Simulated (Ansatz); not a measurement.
## Relaxed lattice of SiO$_{2}$ against the functional

Method: plane-wave DFT with PAW (Ansatz; 420 eV, 500 eV for r²SCAN). Each run relaxes cell and atoms to zero pressure from this start:

```
CELL_PARAMETERS angstrom
-2.37405 2.37405 3.74400
2.37405 -2.37405 3.74400
2.37405 2.37405 -3.74400
ATOMIC_POSITIONS crystal
Si 0.00000 0.00000 0.00000
Si 0.75000 0.25000 0.50000
O 0.99838 0.62500 0.87338
O 0.37500 0.24838 0.37338
O 0.75162 0.12500 0.12662
O 0.87500 0.00162 0.62662
```

```json
{
  "Γ-centred k-mesh": "8×8×8",
  "occupation rule": "Gaussian smearing, 0.02 eV",
  "spin treatment": "unpolarised"
}
```

Lengths are those of the conventional cell, space group I-42d.

Order by relaxed volume, smallest first.
A. r2SCAN
B. PBEsol
C. LDA
D. PBE

C (14.73 Å³/atom), A (14.91 Å³/atom), B (15.16 Å³/atom), D (15.54 Å³/atom).

```json
{"functional": "LDA", "a (Å)": "4.924", "c (Å)": "7.287", "volume (Å³/atom)": "14.73", "gap on mesh (eV)": "5.77"}
{"functional": "PBEsol", "a (Å)": "4.980", "c (Å)": "7.338", "volume (Å³/atom)": "15.16", "gap on mesh (eV)": "5.82"}
{"functional": "PBE", "a (Å)": "5.027", "c (Å)": "7.379", "volume (Å³/atom)": "15.54", "gap on mesh (eV)": "5.73"}
{"functional": "r2SCAN", "a (Å)": "4.947", "c (Å)": "7.313", "volume (Å³/atom)": "14.91", "gap on mesh (eV)": "6.56"}
```

This form isn't the usual stable structure of the compound.

Cost: 4 runs of about 6.5 core-minutes in all, on Oxide Virtual Turin-like Processor (Zen 5) (shared hosts).